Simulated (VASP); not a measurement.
Write the native input for VASP 6.6.1 that does the following.

* Task: relaxation of cell and atoms
* Functional: PBE
* Dispersion: D3(BJ)
* Potentials or basis: VASP PAW PBE potentials, release 64 (Cd, Te)
* Cutoff: 600 eV
* k mesh: 8 × 8 × 8
* Occupations: gaussian, width 0.03 eV
* Spin: no spin polarisation
* Further INCAR settings: ALGO = Normal; EDIFF = 1e-06; IBRION = 2; EDIFFG = -0.01; NSW = 90; ISIF = 3

The structure of CdTe lies in POSCAR:

```
CdTe
1.0
    0.0000000000      3.2050000000      3.2050000000
    3.2050000000      0.0000000000      3.2050000000
    3.2050000000      3.2050000000      0.0000000000
Cd Te
1 1
Direct
    0.0000000000      0.0000000000      0.0000000000
    0.2500000000      0.2500000000      0.2500000000
```

One way to write it, as run:

INCAR

```
PREC = Accurate ; ENCUT = 600
EDIFF = 1E-6 ; ISMEAR = 0
SIGMA = 0.03 ; LREAL = False
LASPH = True ; NELM = 80
ALGO = Normal ; ISIF = 3
LWAVE = False ; LCHARG = False
GGA = PE ; IVDW = 12
IBRION = 2 ; NSW = 90
EDIFFG = -0.01
```

KPOINTS

```
Automatic mesh
0
Gamma
  8 8 8
```

Potentials or basis: VASP PAW PBE potentials, release 64 (Cd, Te).

Launch:

```console
$ cat potpaw_PBE.64/Cd/POTCAR potpaw_PBE.64/Te/POTCAR > POTCAR
$ mpirun -np 1 vasp_std > vasp.out
```

Results of the run:

The relaxed volume is 34.67 Å³/atom, the relaxed cell is a = 4.611 Å, b = 4.611 Å, c = 4.611 Å, α = 60.00°, β = 60.00°, γ = 60.00° and the space group after relaxing (to 0.05 Å) is F-43m (No. 216). The energy gained by relaxing is 12.2 meV/atom. The ionic steps are 3, the pressure after relaxing is 0.0 GPa and the band gap on the k mesh is 0.71 eV, direct. The dispersion energy per atom is -0.334 eV.

Caveat: spin-orbit coupling is left out, which moves the levels of the heavy elements.

Wall time 25 s on 1 thread of Intel(R) Xeon(R) 6975P-C (Granite Rapids), on a shared host, peak memory 0.24 GiB.
